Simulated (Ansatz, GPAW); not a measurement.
# Geometry or basis: what sets the conductance of methoxybenzenedithiol between two Pt chains, part 2 of 2

How well does methoxybenzenedithiol between two Pt chains conduct once its atoms have relaxed, and how much do cheaper levels lose?

GPAW 26.7.0 and Ansatz 0.2.0; Ansatz plane waves; relaxation of the junction with the lead ends held; PAW set soft_1 (the session's first sound run).

So far, transmission at the Fermi level (one spin): step 3 (plane waves, PBE) 0.426. Also conductance of the perfect lead (G₀): step 3 4.00.

## (4) Double-zeta polarised basis

The script solves lead and junction separately, takes H and S in the orbital basis, and joins semi-infinite leads through their self-energies; the dzp basis is the working standard.

This step: GPAW LCAO, PAW setups; Landauer transmission from Green's functions with principal layers (ASE), zero bias (GPAW 26.7.0).

Input file run.py:

```python
import json
import numpy as np
from ase import Atoms
from ase.transport.calculators import TransportCalculator
from gpaw import GPAW, FermiDirac
from gpaw.lcao.tools import get_lcao_hamiltonian
from scipy.linalg import eigh

# The junction with lead layers at both ends, along the third cell vector
device = Atoms(
    ['Pt', 'Pt', 'Pt', 'Pt', 'Pt', 'Pt', 'Pt', 'Pt', 'S', 'H', 'C', 'C', 'H', 'C', 'C', 'H', 'C', 'C', 'H', 'H', 'C', 'O', 'S', 'H', 'Pt', 'Pt', 'Pt', 'Pt', 'Pt', 'Pt', 'Pt', 'Pt'],
    positions=[
        [6.42285, 4.66103, 1.20000],
        [6.42285, 4.66103, 3.60000],
        [6.42285, 4.66103, 6.00000],
        [6.42285, 4.66103, 8.40000],
        [6.42285, 4.66103, 10.80000],
        [6.42285, 4.66103, 13.20000],
        [5.42340, 4.83693, 15.37952],
        [6.18516, 4.71630, 17.69524],
        [5.16566, 4.83462, 19.63251],
        [8.03605, 4.56469, 20.63144],
        [5.94514, 4.76413, 21.20177],
        [7.33578, 4.63122, 21.46325],
        [3.99319, 4.95280, 22.11811],
        [5.05941, 4.85062, 22.31553],
        [7.79638, 4.58784, 22.76466],
        [8.86615, 4.48631, 22.95324],
        [5.52403, 4.80582, 23.62822],
        [6.92796, 4.67087, 23.89424],
        [2.90682, 4.16342, 24.01139],
        [3.09384, 5.95437, 24.00165],
        [3.32658, 5.02794, 24.54658],
        [4.73889, 4.88174, 24.72558],
        [7.70345, 4.59576, 25.45179],
        [2.90827, 5.07700, 25.55576],
        [6.63399, 4.68775, 27.35809],
        [7.41877, 4.62381, 29.66351],
        [6.42285, 4.66103, 31.85372],
        [6.42285, 4.66103, 34.25372],
        [6.42285, 4.66103, 36.65372],
        [6.42285, 4.66103, 39.05372],
        [6.42285, 4.66103, 41.45372],
        [6.42285, 4.66103, 43.85372]],
    cell=[[12.84569, 0.0, 0.0], [0.0, 9.32207, 0.0], [0.0, 0.0, 45.05372]],
    pbc=True)

# One principal layer of the lead: the first 5 atoms of the device
lead = Atoms(
    ['Pt', 'Pt', 'Pt', 'Pt', 'Pt'],
    positions=[
        [6.42285, 4.66103, 1.20000],
        [6.42285, 4.66103, 3.60000],
        [6.42285, 4.66103, 6.00000],
        [6.42285, 4.66103, 8.40000],
        [6.42285, 4.66103, 10.80000]],
    cell=[[12.84569, 0.0, 0.0], [0.0, 9.32207, 0.0], [0.0, 0.0, 12.0]],
    pbc=True)

settings = dict(mode='lcao', basis='dzp', xc='PBE', h=0.18,
                occupations=FermiDirac(0.1), maxiter=250,
                mixer=dict(beta=0.1, nmaxold=8, weight=100.0),
                convergence=dict(density=0.0001))
energies = np.arange(-2, 2 + 1e-9, 0.025)
eta = 0.0001
n1, n2 = 1, 1
# k and -k transmit alike, so half of the mesh across the current serves
mesh = [(i, j) for i in range(n1) for j in range(n2) if (i, j) <= (-i % n1, -j % n2)]
weights = np.array([1 if (i, j) == (-i % n1, -j % n2) else 2 for i, j in mesh]) / (n1 * n2)

# [... helper functions left out ...]
fermi_lead = ground_state(lead, (1, 1, 10), 'lead.txt')
fermi_device = ground_state(device, (1, 1, 2), 'device.txt')
# [... loop over the mesh left out, but for ...]
        # Shift the lead onto the potential of the device's first layer
        shift = ((H[:, 0, 0] - H0[:, 0, 0]) / S0[0, 0]).real.mean()
# [...]
kT = 8.617333e-5 * 300
bias = [0.1, 0.2, 0.5, 1.0, 1.5, 2.0]
# [... integrals and printing left out ...]
```

On the command line:

```
$ OMP_NUM_THREADS=1 OPENBLAS_NUM_THREADS=1 python run.py
```

Wall time 9 min (1 thread of Arm Neoverse V1, shared host); peak memory 3 GiB.

This step gave:

- conductance: 0.4119 G₀
- thermopower: 47.86 μV/K
- largest coupling past the next principal layer: 8.09e-6 eV
- largest misfit of the first principal layer: 0.1394 eV
- shift that aligns the lead: 0.001629 eV
- basis functions of the junction: 592
- basis functions of a principal layer: 135
- transmission at the Fermi level (one spin): 0.3787

One spin. The transmission, zone mean by energy, zero at the Fermi level:

energy (eV), transmission, zone mean and a bar:
```
   -2.000      0.903 ###########################
   -1.900      0.840 #########################
   -1.800      0.739 ######################
   -1.700      0.571 #################
   -1.600      0.316 ##########
   -1.500      0.047 #
   -1.400      0.198 ######
   -1.300      0.619 ###################
   -1.200      0.361 ###########
   -1.100      0.152 #####
   -1.000      0.144 ####
   -0.900      0.276 ########
   -0.800      0.407 ############
   -0.700      0.566 #################
   -0.600      0.710 #####################
   -0.500      0.994 ##############################
   -0.400      0.889 ###########################
   -0.300      0.984 ##############################
   -0.275      0.989 ##############################
   -0.200      0.927 ############################
   -0.150      0.992 ##############################
   -0.100      0.821 #########################
    0.000      0.379 ###########
    0.100      0.241 #######
    0.200      0.249 ########
    0.300      0.491 ###############
    0.375      0.985 ##############################
    0.400      0.751 #######################
    0.500      0.082 ##
    0.600      0.014 
    0.700      0.002 
    0.800      0.000 
    0.900      0.000 
    1.000      0.000 
    1.100      0.000 
    1.200      0.000 
    1.300      0.000 
    1.400      0.000 
    1.500      0.000 
    1.600      0.000 
    1.700      0.000 
    1.800      0.000 
    1.900      0.000 
    2.000      0.000
```

Not self-consistent under bias; the bias window is split evenly. Current through one cell, from the zero-bias transmission against bias:

| bias (V) | current through one cell, from the zero-bias transmission (μA) |
| --- | --- |
| 0.100 | 3.28 |
| 0.200 | 7.00 |
| 0.500 | 20.7 |
| 1.000 | 48.3 |
| 1.500 | 62.4 |
| 2.000 | 68.4 |

Transmission of the three most open eigenchannels against energy, zero at the Fermi level:

| energy (eV) | channel 1 | channel 2 | channel 3 |
| --- | --- | --- | --- |
| -2.000 | 0.898 | 0.00481 | 2.4e-4 |
| -1.800 | 0.731 | 0.00706 | 7.4e-4 |
| -1.600 | 0.300 | 0.00966 | 0.00638 |
| -1.400 | 0.180 | 0.0117 | 0.00629 |
| -1.200 | 0.351 | 0.00839 | 0.00207 |
| -1.000 | 0.124 | 0.0185 | 6.6e-4 |
| -0.800 | 0.397 | 0.00934 | 5.0e-4 |
| -0.600 | 0.705 | 0.00540 | 3.7e-4 |
| -0.400 | 0.885 | 0.00343 | 2.2e-4 |
| -0.200 | 0.925 | 0.00166 | 6.0e-4 |
| 0.000 | 0.378 | 8.2e-4 | 1.0e-4 |
| 0.200 | 0.249 | 4.1e-4 | 4.1e-5 |
| 0.400 | 0.751 | 1.1e-4 | 9.4e-7 |
| 0.600 | 0.0141 | 7.9e-5 | 1.5e-7 |
| 0.800 | 7.5e-6 | 3.2e-12 | 0 |

At the Fermi level T is 0.379 against 0.426 in plane waves. Couplings past the next layer reach 8.1e-6 eV, small enough to drop; the matrix elements of the cell's first layer differ from the bulk lead's by up to 0.14 eV. That layer keeps its own values in the calculation, and only beyond it is the lead taken as perfect. The Fermi levels of lead and junction count from different zeros of potential, one for each periodic cell; with both set to zero, the small remaining shift is what aligns them. Without spin-orbit coupling, which is large for these atoms, channel counts and T are those of the scalar-relativistic bands. By hand: G = 0.4119 × 77.48 μS = 31.9 μS, a resistance of 31.3 kΩ; at 0.1 V a linear junction would pass 3.19 μA, and the integral over the bias window gives 3.28 μA. Mott's formula, S = -(π²/3)(k_B²T/e) d ln T/dE, has the prefactor 7.33 μV/K·eV at 300 K; T = 0.4541 at -0.025 eV and 0.3241 at 0.025 eV give a slope of -6.75 per eV and S = 49.4 μV/K, beside 47.9 μV/K from the thermal integral, which interpolates the same grid.

## (5) GPAW, szp: basis = "szp(dzp)"

The second zeta is dropped, the polarisation orbitals stay.

Edit run.py of step 4 so:

```diff
@@ -59,3 +59,3 @@
 
-settings = dict(mode='lcao', basis='dzp', xc='PBE', h=0.18,
+settings = dict(mode='lcao', basis='szp(dzp)', xc='PBE', h=0.18,
                 occupations=FermiDirac(0.1), maxiter=250,
```

Elapsed: 5.6 min, on 1 thread; peak memory 2.9 GiB.

Numbers from this step:

| Property | Result |
| --- | --- |
| conductance | 0.3521 G₀ |
| thermopower | 40.72 μV/K |
| largest coupling past the next principal layer | 8.13e-6 eV |
| largest misfit of the first principal layer | 0.1512 eV |
| shift that aligns the lead | 0.002052 eV |
| basis functions of the junction | 354 |
| basis functions of a principal layer | 75 |
| transmission at the Fermi level (one spin) | 0.3224 |

The conductance, 0.352 G₀, lies 15 % below that of the dzp run.

## (6) GPAW, sz: basis = "sz(dzp)"

The minimal basis is the cheapest rung: no second zeta and no polarisation.

Edit run.py of step 5 so:

```diff
@@ -59,3 +59,3 @@
 
-settings = dict(mode='lcao', basis='szp(dzp)', xc='PBE', h=0.18,
+settings = dict(mode='lcao', basis='sz(dzp)', xc='PBE', h=0.18,
                 occupations=FermiDirac(0.1), maxiter=250,
```

Run time: 4.2 min. Hardware: 1 thread; peak memory 2.8 GiB.

This step gave:

```
conductance                                    : 0.3699 G₀
thermopower                                    : 32.85 μV/K
largest coupling past the next principal layer : 8.11e-6 eV
largest misfit of the first principal layer    : 0.05669 eV
shift that aligns the lead                     : 0.003506 eV
basis functions of the junction                : 238
basis functions of a principal layer           : 60
transmission at the Fermi level (one spin)     : 0.3380
```

One spin. Table of transmission, zone mean by energy, zero at the Fermi level:

| energy (eV) | transmission, zone mean |
| --- | --- |
| -2.000 | 0.0272 |
| -1.900 | 0.147 |
| -1.800 | 0.530 |
| -1.700 | 0.723 |
| -1.600 | 0.762 |
| -1.500 | 0.725 |
| -1.400 | 0.625 |
| -1.300 | 0.496 |
| -1.200 | 0.313 |
| -1.100 | 0.142 |
| -1.000 | 0.0867 |
| -0.900 | 0.0995 |
| -0.800 | 0.144 |
| -0.700 | 0.227 |
| -0.600 | 0.389 |
| -0.500 | 0.910 |
| -0.475 | 0.992 |
| -0.400 | 0.921 |
| -0.300 | 0.971 |
| -0.200 | 0.983 |
| -0.175 | 0.997 |
| -0.100 | 0.686 |
| 0.000 | 0.338 |
| 0.100 | 0.305 |
| 0.200 | 0.644 |
| 0.250 | 0.991 |
| 0.300 | 0.436 |
| 0.400 | 0.0466 |
| 0.500 | 0.00888 |
| 0.600 | 0.00170 |
| 0.700 | 1.4e-4 |
| 0.800 | 6.5e-5 |
| 0.900 | 3.9e-5 |
| 1.000 | 2.6e-5 |
| 1.100 | 1.8e-5 |
| 1.200 | 1.3e-5 |
| 1.300 | 9.3e-6 |
| 1.400 | 6.8e-6 |
| 1.500 | 4.9e-6 |
| 1.600 | 3.5e-6 |
| 1.700 | 2.4e-6 |
| 1.800 | 1.5e-6 |
| 1.900 | 8.1e-7 |
| 2.000 | 3.2e-7 |

The conductance, 0.370 G₀, lies 10 % below that of the dzp run.

## (7) LDA in the dzp basis: xc = "LDA"

Back in the dzp basis, the functional changes from PBE to LDA, to set the spread between functionals beside that between bases.

Edit run.py of step 6 so:

```diff
@@ -59,3 +59,3 @@
 
-settings = dict(mode='lcao', basis='sz(dzp)', xc='PBE', h=0.18,
+settings = dict(mode='lcao', basis='dzp', xc='LDA', h=0.18,
                 occupations=FermiDirac(0.1), maxiter=250,
```

Run time: 8.3 min. Hardware: 1 thread; peak memory 3 GiB.

Numbers from this step:

- conductance: 0.3965 G₀
- thermopower: 53.52 μV/K
- largest coupling past the next principal layer: 8.32e-6 eV
- largest misfit of the first principal layer: 0.1335 eV
- shift that aligns the lead: -0.001035 eV
- basis functions of the junction: 592
- basis functions of a principal layer: 135
- transmission at the Fermi level (one spin): 0.3594

The conductance, 0.396 G₀, lies 3.8 % below that of the dzp run.

## (8) Without the relaxation: geometry = "as built"

The dzp basis with PBE on the structure as first built shows what the relaxation was worth.

Edit run.py of step 7 so:

```diff
@@ -18,22 +18,22 @@
         [6.42285, 4.66103, 13.20000],
-        [5.42340, 4.83693, 15.37952],
-        [6.18516, 4.71630, 17.69524],
-        [5.16566, 4.83462, 19.63251],
-        [8.03605, 4.56469, 20.63144],
-        [5.94514, 4.76413, 21.20177],
-        [7.33578, 4.63122, 21.46325],
-        [3.99319, 4.95280, 22.11811],
-        [5.05941, 4.85062, 22.31553],
-        [7.79638, 4.58784, 22.76466],
-        [8.86615, 4.48631, 22.95324],
-        [5.52403, 4.80582, 23.62822],
-        [6.92796, 4.67087, 23.89424],
-        [2.90682, 4.16342, 24.01139],
-        [3.09384, 5.95437, 24.00165],
-        [3.32658, 5.02794, 24.54658],
-        [4.73889, 4.88174, 24.72558],
-        [7.70345, 4.59576, 25.45179],
-        [2.90827, 5.07700, 25.55576],
-        [6.63399, 4.68775, 27.35809],
-        [7.41877, 4.62381, 29.66351],
+        [6.42285, 4.66103, 15.60000],
+        [6.42285, 4.66103, 18.00000],
+        [5.18240, 5.68945, 19.71060],
+        [7.98683, 5.47076, 20.50218],
+        [5.96940, 5.43623, 21.28798],
+        [7.35972, 5.37028, 21.38453],
+        [4.10603, 5.38492, 22.33771],
+        [5.18446, 5.32199, 22.44224],
+        [7.96498, 5.17892, 22.62741],
+        [9.05002, 5.12863, 22.68777],
+        [5.78126, 5.13030, 23.69464],
+        [7.18480, 5.05680, 23.78303],
+        [3.25000, 4.28212, 24.21462],
+        [3.35092, 6.07207, 24.44998],
+        [3.67160, 5.09221, 24.81861],
+        [5.08997, 5.00436, 24.87497],
+        [8.02700, 4.81231, 25.34307],
+        [3.28985, 4.97966, 25.83793],
+        [6.42285, 4.66103, 27.05372],
+        [6.42285, 4.66103, 29.45372],
         [6.42285, 4.66103, 31.85372],
@@ -59,3 +59,3 @@
 
-settings = dict(mode='lcao', basis='dzp', xc='LDA', h=0.18,
+settings = dict(mode='lcao', basis='dzp', xc='PBE', h=0.18,
                 occupations=FermiDirac(0.1), maxiter=250,
```

The job ended after 9.4 min (1 thread; peak memory 3 GiB).

Numbers from this step:

| Item | Value |
| --- | --- |
| conductance | 0.9109 G₀ |
| thermopower | 11.42 μV/K |
| largest coupling past the next principal layer | 8.09e-6 eV |
| largest misfit of the first principal layer | 0.05407 eV |
| shift that aligns the lead | -0.003062 eV |
| transmission at the Fermi level (one spin) | 0.9246 |

One spin. Transmission, zone mean against energy, zero at the Fermi level:

| energy (eV) | transmission, zone mean |
| --- | --- |
| -2.000 | 0.991 |
| -1.800 | 0.898 |
| -1.600 | 0.279 |
| -1.400 | 0.774 |
| -1.300 | 0.919 |
| -1.200 | 0.624 |
| -1.000 | 0.429 |
| -0.800 | 0.809 |
| -0.600 | 1.01 |
| -0.425 | 1.01 |
| -0.400 | 1.00 |
| -0.200 | 0.829 |
| -0.075 | 1.00 |
| 0.000 | 0.925 |
| 0.200 | 0.519 |
| 0.400 | 0.218 |
| 0.600 | 0.0790 |
| 0.800 | 7.8e-4 |
| 1.000 | 4.5e-5 |
| 1.200 | 2.6e-4 |
| 1.400 | 3.7e-4 |
| 1.600 | 3.9e-4 |
| 1.800 | 3.8e-4 |
| 2.000 | 3.5e-4 |

The conductance, 0.911 G₀, lies 121 % above that of the dzp run.

## (9) Cost and result by level

Times are wall times on the hardware named with each run. Results by setting:

| no. | run | conductance (G₀) | time | memory (GiB) |
| --- | --- | --- | --- | --- |
| 1 | pw PBE | 0.4490 | 2.7 h | 6.7 |
| 2 | dzp | 0.4119 | 9 min | 3.0 |
| 3 | szp | 0.3521 | 5.6 min | 2.9 |
| 4 | sz | 0.3699 | 4.2 min | 2.8 |
| 5 | dzp LDA | 0.3965 | 8.3 min | 3.0 |
| 6 | asbuilt | 0.9109 | 9.4 min | 3.0 |

## (10) The levels side by side

The curves are compared point by point over the common energies.

This step: comparison of transmission and cost over codes, levels and geometry; PAW set soft_1 (GPAW 26.7.0).

Ladder, by row:

| step | code | T at the Fermi level (sum over the listed spins) | conductance (G0) | r.m.s. T(E) from the first | wall time (s) | peak memory (GiB) | threads |
| --- | --- | --- | --- | --- | --- | --- | --- |
| pw-pbe | Ansatz | 0.4259 | 0.449 | 0 | 9749 | 6.65 | 4 |
| dzp | GPAW | 0.3787 | 0.4119 | 0.09859 | 541 | 3.03 | 1 |
| szp | GPAW | 0.3224 | 0.3521 | 0.2598 | 335.7 | 2.92 | 1 |
| sz | GPAW | 0.338 | 0.3699 | 0.3142 | 253.2 | 2.81 | 1 |
| dzp-LDA | GPAW | 0.3594 | 0.3965 | 0.1041 | 500.5 | 3.03 | 1 |
| asbuilt | GPAW | 0.9246 | 0.9109 | 0.2544 | 564.4 | 3.04 | 1 |

Transmission, zone mean, sum over the listed spins against energy, zero at the Fermi level:

| energy (eV) | pw-pbe | dzp | szp | sz | dzp-LDA | asbuilt |
| --- | --- | --- | --- | --- | --- | --- |
| -2.000 | 0.918 | 0.903 | 0.463 | 0.0272 | 0.885 | 0.991 |
| -1.900 | 0.845 | 0.840 | 0.212 | 0.147 | 0.825 | 0.955 |
| -1.800 | 0.723 | 0.739 | 0.00707 | 0.530 | 0.737 | 0.898 |
| -1.700 | 0.539 | 0.571 | 0.372 | 0.723 | 0.594 | 0.497 |
| -1.600 | 0.319 | 0.316 | 0.681 | 0.762 | 0.375 | 0.279 |
| -1.500 | 0.0882 | 0.0470 | 0.698 | 0.725 | 0.0915 | 0.596 |
| -1.400 | 0.0680 | 0.198 | 0.592 | 0.625 | 0.0991 | 0.774 |
| -1.300 | 0.441 | 0.619 | 0.446 | 0.496 | 0.572 | 0.919 |
| -1.200 | 0.155 | 0.361 | 0.233 | 0.313 | 0.455 | 0.624 |
| -1.100 | 0.154 | 0.152 | 0.115 | 0.142 | 0.170 | 0.473 |
| -1.000 | 0.303 | 0.144 | 0.102 | 0.0867 | 0.138 | 0.429 |
| -0.900 | 0.522 | 0.276 | 0.202 | 0.0995 | 0.251 | 0.607 |
| -0.800 | 0.617 | 0.407 | 0.354 | 0.144 | 0.372 | 0.809 |
| -0.700 | 0.650 | 0.566 | 0.578 | 0.227 | 0.518 | 0.953 |
| -0.600 | 0.966 | 0.710 | 0.756 | 0.389 | 0.686 | 1.01 |
| -0.525 | 0.970 | 0.943 | 0.996 | 0.755 | 0.902 | 1.01 |
| -0.500 | 0.949 | 0.994 | 0.985 | 0.910 | 0.972 | 1.00 |
| -0.400 | 1.00 | 0.889 | 0.858 | 0.921 | 0.878 | 1.00 |
| -0.300 | 0.867 | 0.984 | 0.990 | 0.971 | 0.963 | 0.711 |
| -0.200 | 0.990 | 0.927 | 0.984 | 0.983 | 0.902 | 0.829 |
| -0.175 | 0.995 | 0.977 | 0.993 | 0.997 | 0.957 | 0.898 |
| -0.100 | 0.773 | 0.821 | 0.674 | 0.686 | 0.845 | 1.00 |
| 0.000 | 0.426 | 0.379 | 0.322 | 0.338 | 0.359 | 0.925 |
| 0.100 | 0.291 | 0.241 | 0.248 | 0.305 | 0.215 | 0.726 |
| 0.200 | 0.284 | 0.249 | 0.348 | 0.644 | 0.211 | 0.519 |
| 0.250 | 0.334 | 0.316 | 0.565 | 0.991 | 0.259 | 0.428 |
| 0.300 | 0.463 | 0.491 | 0.974 | 0.436 | 0.391 | 0.345 |
| 0.375 | 0.950 | 0.985 | 0.303 | 0.0757 | 0.967 | 0.245 |
| 0.400 | 0.965 | 0.751 | 0.165 | 0.0466 | 0.888 | 0.218 |
| 0.500 | 0.142 | 0.0821 | 0.0231 | 0.00888 | 0.0914 | 0.134 |
| 0.600 | 0.0248 | 0.0141 | 0.00406 | 0.00170 | 0.0146 | 0.0790 |
| 0.700 | 0.00541 | 0.00161 | 1.5e-5 | 1.4e-4 | 0.00153 | 0.0328 |
| 0.800 | 1.8e-5 | 7.5e-6 | 1.7e-5 | 6.5e-5 | 9.3e-6 | 7.8e-4 |
| 0.900 | 1.8e-6 | 1.3e-6 | 1.9e-5 | 3.9e-5 | 2.2e-6 | 1.8e-5 |
| 1.000 | 2.3e-8 | 2.0e-8 | 2.0e-5 | 2.6e-5 | 2.7e-7 | 4.5e-5 |
| 1.100 | 3.9e-7 | 2.8e-7 | 2.1e-5 | 1.8e-5 | 2.2e-8 | 1.6e-4 |
| 1.200 | 1.5e-6 | 1.2e-6 | 2.3e-5 | 1.3e-5 | 5.2e-7 | 2.6e-4 |
| 1.300 | 3.0e-6 | 2.5e-6 | 2.4e-5 | 9.3e-6 | 1.4e-6 | 3.3e-4 |
| 1.400 | 4.7e-6 | 4.2e-6 | 2.6e-5 | 6.8e-6 | 2.7e-6 | 3.7e-4 |
| 1.500 | 6.7e-6 | 6.2e-6 | 2.9e-5 | 4.9e-6 | 4.4e-6 | 3.9e-4 |
| 1.600 | 9.1e-6 | 8.6e-6 | 3.2e-5 | 3.5e-6 | 6.5e-6 | 3.9e-4 |
| 1.700 | 1.2e-5 | 1.2e-5 | 3.6e-5 | 2.4e-6 | 9.3e-6 | 3.9e-4 |
| 1.800 | 1.6e-5 | 1.6e-5 | 4.1e-5 | 1.5e-6 | 1.3e-5 | 3.8e-4 |
| 1.900 | 2.1e-5 | 2.1e-5 | 4.8e-5 | 8.1e-7 | 1.8e-5 | 3.6e-4 |
| 2.000 | 2.7e-5 | 2.9e-5 | 5.7e-5 | 3.2e-7 | 2.6e-5 | 3.5e-4 |

## (11) Results

```json
{"conductance": "0.412 G₀", "transmission at the Fermi level, mean of the spins": "0.379", "thermopower": "47.9 μV/K"}
```

In the dzp basis the junction conducts 0.412 G₀ at 300 K, with T = 0.379 a spin at the Fermi level; no smaller basis tried comes within 10 % of that conductance. Relaxation moved atoms by up to 1.0 Å and took the conductance from 0.911 to 0.412 G₀, as a ratio a larger change than the step from dzp to the minimal basis. Plane waves (PBE) give T = 0.426 there. At the Fermi level one eigenchannel carries the current (0.38). The positive thermopower says that the thermally weighted transmission is larger below the Fermi level, as for hole-like transport. Measured against the first run (pw-pbe), the nearest curve is that of dzp (r.m.s. 0.099) and the farthest that of sz (0.31). Over the compared runs wall time goes from 253 s (sz) to 9749 s (pw-pbe), on a shared host; the plane-wave run used 4 threads and the orbital runs 1. The leads kept an estimated spacing and the cell its length, so the junction may be under some tension or compression. The run had no spin polarisation, so a magnetic state, which chains and small molecules with open shells often have, wasn't tested. Spin-orbit coupling is left out, which matters for the heavy atoms here. Semilocal functionals put molecular levels too near the Fermi level, so such conductances usually come out too high, and chain electrodes have a sharper density of states than real ones. An evenly spaced straight chain is an idealisation: free chains tend to dimerise, zigzag or, where a band edge lies near the Fermi level, turn magnetic. The currents use the zero-bias T(E) throughout, which holds only while the bias is small against the distance to the nearest feature.

[Logs are printed without paths, hosts, clocks, repeated set-up lines and the standing remarks that a program may print on its own settings, such as how far it seeks lower states.]

[Hosts, paths, dates, database ids (printed as entryN), source tags and the programs' standing remarks are cut or masked in the printed files.]
